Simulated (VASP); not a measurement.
# AgCl (Chlorargyrite) (Fm-3m) in VASP: further runs

One crystal, AgCl (Chlorargyrite), is run at these levels: PBE; tasks: single point, relaxation of cell and atoms.

Everything below comes from runs of VASP 6.6.1. Logs are shortened: lines on timing, memory, paths and dates and some standing lists are left out, and cuts for length are marked.

**Experimental background.**

From a printed reference work, data compilation, for a bulk crystal of AgCl: band gap 3.249 eV (indirect).

The runs below are set against these values where they give the same quantity.

## Step 1: The structure

Symmetry: Fm-3m, No. 225, cubic system. Conventional cell: a = 5.611 Å, b = 5.611 Å, c = 5.611 Å, α = 90.00°, β = 90.00°, γ = 90.00°. Around Ag (site symmetry m-3m) lie 6 Cl at 2.81 Å. Cl (site symmetry m-3m) is surrounded by 6 Ag at 2.81 Å.

## Step 2: Single point, PBE

INCAR

```
PREC = Accurate ; ENCUT = 520
EDIFF = 1E-7 ; ISMEAR = 0
SIGMA = 0.02 ; LREAL = False
LASPH = True ; NELM = 60
ALGO = Fast ; ISIF = 2
LWAVE = False ; LCHARG = False
GGA = PE ; NBANDS = 16
```

KPOINTS

```
regular mesh
0
Gamma
  8 8 8
```

POSCAR

```
AgCl
1.0
    0.0000000000      2.8053419116      2.8053419116
    2.8053419116      0.0000000000      2.8053419116
    2.8053419116      2.8053419116      0.0000000000
Ag Cl
1 1
Direct
    0.0000000000      0.0000000000      0.0000000000
    0.5000000000      0.5000000000      0.5000000000
```

Potentials or basis: VASP PAW PBE potentials, release 64 (Ag, Cl).

Launch:

```sh
cat potpaw_PBE.64/Ag/POTCAR potpaw_PBE.64/Cl/POTCAR > POTCAR
mpirun -np 1 vasp_std > vasp.out
```

OUTCAR:

```text
PREC = Accurate
   ENCUT = 520
   EDIFF = 1E-7
   ISMEAR = 0
   LREAL = False
   LASPH = True
   NELM = 60
   ISIF = 2
   GGA = PE

 ion  position               nearest neighbor table
   1  0.000  0.000  0.000-   2 2.81   2 2.81   2 2.81   2 2.81   2 2.81   2 2.81
   2  0.500  0.500  0.500-   1 2.81   1 2.81   1 2.81   1 2.81   1 2.81   1 2.81

  LATTYP: Found a face centered cubic cell.
 ALAT       =     5.6106838232

  Lattice vectors:

 A1 = (   0.0000000000,   2.8053419116,   2.8053419116)
 A2 = (   2.8053419116,   0.0000000000,   2.8053419116)
 A3 = (   2.8053419116,   2.8053419116,   0.0000000000)

Analysis of symmetry for initial positions (statically):
=====================================================================
 Subroutine PRICEL returns:
 Original cell was already a primitive cell.

 Routine SETGRP: Setting up the symmetry group for a
 face centered cubic supercell.

 Subroutine GETGRP returns: Found 48 space group operations
 (whereof 48 operations were pure point group operations)
 out of a pool of 48 trial point group operations.

The static configuration has the point symmetry O_h .

Analysis of symmetry for dynamics (positions and initial velocities):
=====================================================================
 Subroutine PRICEL returns:
 Original cell was already a primitive cell.

 Routine SETGRP: Setting up the symmetry group for a
 face centered cubic supercell.

 Subroutine GETGRP returns: Found 48 space group operations
 (whereof 48 operations were pure point group operations)
 out of a pool of 48 trial point group operations.

The dynamic configuration has the point symmetry O_h .

 Subroutine INISYM returns: Found 48 space group operations
 (whereof 48 operations are pure point group operations),
 and found     1 'primitive' translations

----------------------------------------------------------------------------------------

                                     Primitive cell

  volume of cell :      44.1558

  direct lattice vectors                    reciprocal lattice vectors
     0.000000000  2.805341912  2.805341912    -0.178231394  0.178231394  0.178231394
     2.805341912  0.000000000  2.805341912     0.178231394 -0.178231394  0.178231394
     2.805341912  2.805341912  0.000000000     0.178231394  0.178231394 -0.178231394

  length of vectors
     3.967352578  3.967352578  3.967352578     0.308705830  0.308705830  0.308705830

  position of ions in fractional coordinates (direct lattice)
     0.000000000  0.000000000  0.000000000
     0.500000000  0.500000000  0.500000000

  ion indices of the primitive-cell ions
   primitive index   ion index
                 1           1
                 2           2

----------------------------------------------------------------------------------------

 KPOINTS: regular mesh

Automatic generation of k-mesh.
 Grid dimensions read from file:
 generate k-points for:    8    8    8

 Generating k-lattice:

  Cartesian coordinates                     Fractional coordinates (reciprocal lattice)
    -0.022278924  0.022278924  0.022278924     0.125000000  0.000000000  0.000000000
     0.022278924 -0.022278924  0.022278924     0.000000000  0.125000000  0.000000000
     0.022278924  0.022278924 -0.022278924     0.000000000  0.000000000  0.125000000

  Length of vectors
     0.038588229  0.038588229  0.038588229

  Shift w.r.t. Gamma in fractional coordinates (k-lattice)
     0.000000000  0.000000000  0.000000000

 Subroutine IBZKPT returns following result:
 ===========================================

 Found     29 irreducible k-points:

 Following reciprocal coordinates:
            Coordinates               Weight
  0.000000  0.000000  0.000000      1.000000
  0.125000  0.000000  0.000000      8.000000
  0.250000  0.000000  0.000000      8.000000
  0.375000  0.000000  0.000000      8.000000
  0.500000  0.000000  0.000000      4.000000
  0.125000  0.125000  0.000000      6.000000
[... 16 lines left out ...]
  0.500000  0.250000  0.125000     48.000000
 -0.375000  0.250000  0.125000     24.000000
 [... further k-points ...]
   k-points           NKPTS =     29   k-points in BZ     NKDIM =     29   number of bands    NBANDS=     16
   number of dos      NEDOS =    301   number of ions     NIONS =      2
   total plane-waves  NPLWV =  27000
   dimension x,y,z NGX =    30 NGY =   30 NGZ =   30
   dimension x,y,z NGXF=    60 NGYF=   60 NGZF=   60
   ions per type =               1   1
   NGX,Y,Z   is equivalent  to a cutoff of  12.57, 12.57, 12.57 a.u.
   NGXF,Y,Z  is equivalent  to a cutoff of  25.14, 25.14, 25.14 a.u.
 SYSTEM =  unknown system
   PREC   = accura    normal or accurate (medium, high low for compatibility)
   ISTART =      0    job   : 0-new  1-cont  2-samecut
   ICHARG =      2    charge: 1-file 2-atom 10-const
   ISPIN  =      1    spin polarized calculation?
   LNONCOLLINEAR =      F non collinear calculations
   LSORBIT =      F    spin-orbit coupling
   LASPH  =      T    aspherical Exc in radial PAW
   ENCUT  =  520.0 eV  38.22 Ry    6.18 a.u.   7.38  7.38  7.38*2*pi/ulx,y,z
   NELM   =     60;   NELMIN=  2; NELMDL= -5     # of ELM steps
   EDIFF  = 0.1E-06   stopping-criterion for ELM
   LREAL  =      F    real-space projection
   EDIFFG = 0.1E-05   stopping-criterion for IOM
   NSW    =      0    number of steps for IOM
   IBRION =     -1    ionic relax: 0-MD 1-quasi-New 2-CG
   NFREE  =      0    steps in history (QN), initial steepest desc. (CG)
   ISIF   =      2    stress and relaxation
   ISYM   =      2    0-nonsym 1-usesym 2-fastsym
   POTIM  = 0.5000    time-step for ionic-motion
   TEBEG  =    0.0;   TEEND  =   0.0 temperature during run
   PSTRESS=    0.0 pullay stress
   NELECT =      18.0000    total number of electrons
   NUPDOWN=      -1.0000    fix difference up-down
   EMIN   =  10.00;   EMAX   =-10.00  energy-range for DOS
   EFERMI =   0.00;   METHOD = LEGACY
   ISMEAR =     0;   SIGMA  =   0.02  broadening in eV -4-tet -1-fermi 0-gaus
   EFERMI_NEDOS =   21; number of points for ismear=-14 and -15
   IALGO  =     68    algorithm
   IMIX   =      4    mixing-type and parameters
     AMIX     =   0.40;   BMIX     =  1.00
     AMIX_MAG =   1.60;   BMIX_MAG =  1.00
  volume/ion in A,a.u.               =      22.08       148.99
[... 40 lines left out ...]
      3       1.0807      2.00000
      4       1.0807      2.00000
      5       1.1199      2.00000
      6       1.1199      2.00000
[... 8 lines left out ...]
     15      16.4984      0.00000
     16      16.4984      0.00000

 k-point     2 :       0.1250    0.0000    0.0000
  band No.  band energies     occupation
      1     -11.4801      2.00000
      2       0.4155      2.00000
      3       0.4680      2.00000
      4       0.4680      2.00000
      5       1.1308      2.00000
      6       1.1308      2.00000
[... 8 lines left out ...]
     15      15.3629      0.00000
     16      16.0369      0.00000

 k-point     3 :       0.2500    0.0000    0.0000
  band No.  band energies     occupation
      1     -11.3438      2.00000
      2      -0.5631      2.00000
      3      -0.0783      2.00000
      4      -0.0783      2.00000
      5       1.2459      2.00000
      6       1.2459      2.00000
[... 8 lines left out ...]
     15      15.6517      0.00000
     16      15.8807      0.00000

 k-point     4 :       0.3750    0.0000    0.0000
  band No.  band energies     occupation
      1     -11.1997      2.00000
      2      -1.2994      2.00000
      3      -0.4267      2.00000
      4      -0.4267      2.00000
      5       1.3653      2.00000
      6       1.3653      2.00000
[... 8 lines left out ...]
     15      16.5280      0.00000
     16      16.5280      0.00000

 k-point     5 :       0.5000    0.0000    0.0000
  band No.  band energies     occupation
      1     -11.1374      2.00000
      2      -1.5691      2.00000
      3      -0.5462      2.00000
      4      -0.5462      2.00000
      5       1.4161      2.00000
      6       1.4161      2.00000
[... 8 lines left out ...]
     15      17.1259      0.00000
     16      17.1261      0.00000

 k-point     6 :       0.1250    0.1250    0.0000
  band No.  band energies     occupation
      1     -11.4640      2.00000
      2      -0.0502      2.00000
      3       0.7443      2.00000
      4       0.7443      2.00000
      5       1.0369      2.00000
      6       1.1450      2.00000
[... 8 lines left out ...]
     15      17.2785      0.00000
     16      17.4339      0.00000

 k-point     7 :       0.2500    0.1250    0.0000
  band No.  band energies     occupation
      1     -11.3600      2.00000
      2      -0.5914      2.00000
      3       0.2168      2.00000
      4       0.2839      2.00000
      5       1.0991      2.00000
      6       1.2647      2.00000
[... 8 lines left out ...]
     15      16.7865      0.00000
     16      17.2804      0.00000

 k-point     8 :       0.3750    0.1250    0.0000
  band No.  band energies     occupation
      1     -11.2233      2.00000
      2      -1.0846      2.00000
      3      -0.3353      2.00000
      4      -0.1839      2.00000
      5       1.2325      2.00000
      6       1.3881      2.00000
[... 8 lines left out ...]
     15      17.1770      0.00000
     16      17.2368      0.00000

 k-point     9 :       0.5000    0.1250    0.0000
  band No.  band energies     occupation
      1     -11.1350      2.00000
      2      -1.3992      2.00000
      3      -0.5318      2.00000
      4      -0.4595      2.00000
      5       1.3609      2.00000
      6       1.4295      2.00000
[... 8 lines left out ...]
     15      17.2767      0.00000
     16      17.9478      0.00000
[... 172 lines left out ...]
 k-point    19 :       0.5000    0.3750    0.0000
  band No.  band energies     occupation
      1     -11.1219      2.00000
      2      -0.7392      2.00000
      3       0.0490      2.00000
      4       0.1935      2.00000
      5       1.0016      2.00000
      6       1.4882      2.00000
[... 8 lines left out ...]
     15      18.2430      0.00000
     16      18.7504      0.00000

 k-point    20 :      -0.3750    0.3750    0.0000
  band No.  band energies     occupation
      1     -11.0983      2.00000
      2      -0.5897      2.00000
      3      -0.5431      2.00000
      4      -0.1892      2.00000
      5       1.2021      2.00000
      6       1.4719      2.00000
[... 8 lines left out ...]
     15      17.1231      0.00000
     16      19.1894      0.00000

 k-point    21 :       0.5000    0.5000    0.0000
  band No.  band energies     occupation
      1     -11.1188      2.00000
      2      -0.6835      2.00000
      3       0.5123      2.00000
      4       0.5123      2.00000
      5       0.7850      2.00000
      6       1.2936      2.00000
[... 8 lines left out ...]
     15      18.5438      0.00000
     16      18.5439      0.00000

 k-point    22 :       0.3750    0.2500    0.1250
  band No.  band energies     occupation
      1     -11.2603      2.00000
      2      -0.9232      2.00000
      3      -0.1571      2.00000
      4       0.2056      2.00000
      5       1.1667      2.00000
      6       1.3532      2.00000
[... 8 lines left out ...]
     15      17.4904      0.00000
     16      18.6170      0.00000

 k-point    23 :       0.5000    0.2500    0.1250
  band No.  band energies     occupation
      1     -11.1572      2.00000
      2      -1.1151      2.00000
      3      -0.4348      2.00000
      4      -0.1795      2.00000
      5       1.2759      2.00000
      6       1.4236      2.00000
[... 8 lines left out ...]
     15      17.7097      0.00000
     16      18.3978      0.00000

 k-point    24 :      -0.3750    0.2500    0.1250
  band No.  band energies     occupation
      1     -11.1134      2.00000
      2      -1.1703      2.00000
      3      -0.4722      2.00000
      4      -0.4359      2.00000
      5       1.3559      2.00000
      6       1.4189      2.00000
[... 8 lines left out ...]
     15      16.8057      0.00000
     16      18.2552      0.00000

 [... further k-points ...]

------------------------ aborting loop because EDIFF is reached ----------------------------------------

  FORCE on cell =-STRESS in cart. coord.  units (eV):
  Direction    XX          YY          ZZ          XY          YZ          ZX
  --------------------------------------------------------------------------------------
  -------------------------------------------------------------------------------------
  Total       -0.0295725     -0.0295725     -0.0295725     -0.0000000      0.0000000     -0.0000000
  in kB       -1.0730289     -1.0730289     -1.0730289     -0.0000000      0.0000000     -0.0000000
  external PRESSURE =      -1.0730289 kB  Pullay stress =       0.0000000 kB

 VOLUME and BASIS-vectors are now :
 -----------------------------------------------------------------------------
  energy-cutoff  :      520.00
  volume of cell :       44.16
      direct lattice vectors                 reciprocal lattice vectors
     0.000000000  2.805341912  2.805341912    -0.178231394  0.178231394  0.178231394
     2.805341912  0.000000000  2.805341912     0.178231394 -0.178231394  0.178231394
     2.805341912  2.805341912  0.000000000     0.178231394  0.178231394 -0.178231394

 POSITION                                       TOTAL-FORCE (eV/Angst)
 -----------------------------------------------------------------------------------
      0.00000      0.00000      0.00000         0.000000      0.000000      0.000000
      2.80534      2.80534      2.80534         0.000000      0.000000      0.000000
 -----------------------------------------------------------------------------------
    total drift:                               -0.000000      0.000000      0.000000

  FREE ENERGIE OF THE ION-ELECTRON SYSTEM (eV)
  ---------------------------------------------------
  free  energy   TOTEN  =        -5.4012334882 eV

  energy  without entropy=       -5.4012334882  energy(sigma->0) =       -5.40123349
```

Run time: 22 s. Hardware: 1 thread of Intel Xeon Platinum 8488C (Sapphire Rapids), shared host; peak memory 0.16 GiB.

What came out:

| Quantity | Value |
| --- | --- |
| Free energy | -5.4012 eV |
| Pressure | -0.1 GPa |
| Band gap on the k mesh | 0.92 eV, indirect (least direct gap 3.08 eV) |

## Step 3: Relaxation of cell and atoms, PBE

This run uses another cell than the first one, of 20.46 Å³/atom, 0.927 times its volume.

INCAR

```
SYSTEM = AgCl
PREC = Accurate
ENCUT = 600
EDIFF = 1E-6
ISMEAR = 0
SIGMA = 0.02
LREAL = .False.
LASPH = .True.
NELM = 100
ALGO = Fast
ISIF = 3
LWAVE = .False.
LCHARG = .False.
GGA = PE
IBRION = 2
NSW = 100
EDIFFG = -0.005
```

KPOINTS

```
Automatic mesh
0
Gamma
  8 8 8
  0 0 0
```

POSCAR

```
AgCl
1.0
    0.0000000000      2.7350000000      2.7350000000
    2.7350000000      0.0000000000      2.7350000000
    2.7350000000      2.7350000000      0.0000000000
Ag Cl
1 1
Direct
    0.0000000000      0.0000000000      0.0000000000
    0.5000000000      0.5000000000      0.5000000000
```

Potentials or basis: VASP PAW PBE potentials, release 64 (Ag, Cl).

Launch:

```sh
cat potpaw_PBE.64/Ag/POTCAR potpaw_PBE.64/Cl/POTCAR > POTCAR
mpirun -np 1 vasp_std > vasp.out
```

Run time: 50 s. Hardware: 1 thread of Intel Xeon Platinum 8488C (Sapphire Rapids), shared host; peak memory 0.19 GiB.

Results (log left out):

```
Free energy                            : -5.4001 eV
Relaxed volume                         : 22.01 Å³/atom
Relaxed cell                           : a = 3.964 Å, b = 3.964 Å, c = 3.964 Å, α = 60.00°, β = 60.00°, γ = 60.00°
Space group after relaxing (to 0.05 Å) : Fm-3m (No. 225)
Energy gained by relaxing              : 17.3 meV/atom
Ionic steps                            : 6
Pressure after relaxing                : 0.0 GPa
Band gap on the k mesh                 : 0.92 eV, indirect (least direct gap 3.09 eV)
```

Step by step:
| step | energy change (eV) | largest force (eV/Å) | pressure (GPa) | volume (Å³) |
| --- | --- | --- | --- | --- |
| 1 | 0.0000 | 0.0000 | 3.78 | 40.92 |
| 2 | -0.0344 | 0.0000 | 0.16 | 43.84 |
| 3 | -0.0345 | 0.0000 | 0.08 | 44.00 |
| 4 | -0.0343 | 0.0000 | -0.20 | 44.31 |
| 5 | -0.0345 | 0.0000 | -0.06 | 44.08 |
| 6 | -0.0345 | 0.0000 | 0.02 | 44.03 |

Final structure:
```
Ag Cl
1.0
     0.00000    2.80265    2.80265
     2.80265    0.00000    2.80265
     2.80265    2.80265    0.00000
Ag Cl
1 1
Direct
  0.00000 0.00000 0.00000
  0.50000 0.50000 0.50000
```

Levels at points of the mesh, in eV from the valence-band top:
```
           k point  band 6  band 7  band 8  band 9  band 10  band 11  band 12  band 13
(0.00, 0.00, 0.00)   -2.28   -2.19   -2.19   -2.19     0.92    10.87    10.87    10.87
(0.50, 0.00, 0.00)   -1.98   -1.68    0.00    0.00     4.33     6.36     7.73     7.73
(0.50, 0.50, 0.00)   -2.10   -1.87   -1.87   -1.80     2.43     8.07     8.53    11.35
```

A k mesh can miss the band edges. PBE usually gives volumes a little too large and moduli too small.

## Step 4: Single point, PBE

INCAR

```
SYSTEM = AgCl
PREC     = Accurate       ! precision mode
ENCUT    = 520            ! plane-wave cutoff, eV
EDIFF    = 1E-6           ! SCF threshold, eV
ISMEAR   = 0              ! smearing method
SIGMA    = 0.02           ! smearing width, eV
LREAL    = .FALSE.        ! projectors in reciprocal space
LASPH    = .TRUE.         ! aspherical terms in the spheres
NELM     = 80             ! most SCF steps
ALGO     = Fast           ! electronic algorithm
ISIF     = 2              ! what is computed and relaxed
LWAVE    = .FALSE.        ! write WAVECAR
LCHARG   = .FALSE.        ! write CHGCAR
GGA      = PE             ! functional
NBANDS   = 16             ! bands
```

KPOINTS

```
Automatic mesh
0
G
  8 8 8
  0 0 0
```

POSCAR

```
AgCl
1.0
    0.0000000000      2.8053419116      2.8053419116
    2.8053419116      0.0000000000      2.8053419116
    2.8053419116      2.8053419116      0.0000000000
Ag Cl
1 1
Direct
    0.0000000000      0.0000000000      0.0000000000
    0.5000000000      0.5000000000      0.5000000000
```

Launch:

```sh
cat potpaw_PBE.64/Ag/POTCAR potpaw_PBE.64/Cl/POTCAR > POTCAR
mpirun -np 1 vasp_std > vasp.out
```

Wall time 23 s (1 thread of Intel Xeon Platinum 8488C (Sapphire Rapids), shared host); peak memory 0.17 GiB.

Results (log left out):

- Free energy: -5.4012 eV
- Pressure: -0.1 GPa
- Band gap on the k mesh: 0.92 eV, indirect (least direct gap 3.08 eV)

Levels at points of the mesh, in eV from the valence-band top:
| k point | band 6 | band 7 | band 8 | band 9 | band 10 | band 11 | band 12 | band 13 |
| --- | --- | --- | --- | --- | --- | --- | --- | --- |
| (0.00, 0.00, 0.00) | -2.27 | -2.18 | -2.18 | -2.18 | 0.92 | 10.87 | 10.87 | 10.87 |
| (0.50, 0.00, 0.00) | -1.97 | -1.67 | 0.00 | 0.00 | 4.34 | 6.35 | 7.73 | 7.73 |
| (0.50, 0.50, 0.00) | -2.09 | -1.86 | -1.86 | -1.80 | 2.44 | 8.08 | 8.52 | 11.34 |

## Step 5: Against experiment

Step 2. Measured gap of AgCl: 3.249 eV (indirect; a printed reference work, data compilation). This calculation gives 0.92 eV (-2.33 eV). So large a miss can be the level of theory's own, or it may mean another phase, state or a wrong row. Spin-orbit coupling on Ag is left out. The value is that of PBE on a finite k mesh, which can miss the band edges, without temperature or zero-point motion. Semilocal functionals fall short of measured gaps as a rule.

Step 4. A measured gap of AgCl is 3.249 eV (indirect; a printed reference work, data compilation); the calculated 0.92 eV misses it by -2.33 eV. So large a miss can be the level of theory's own, or it may mean another phase, state or a wrong row. Spin-orbit coupling on Ag is left out. The value is that of PBE on a finite k mesh, which can miss the band edges, without temperature or zero-point motion. Semilocal functionals fall short of measured gaps as a rule.
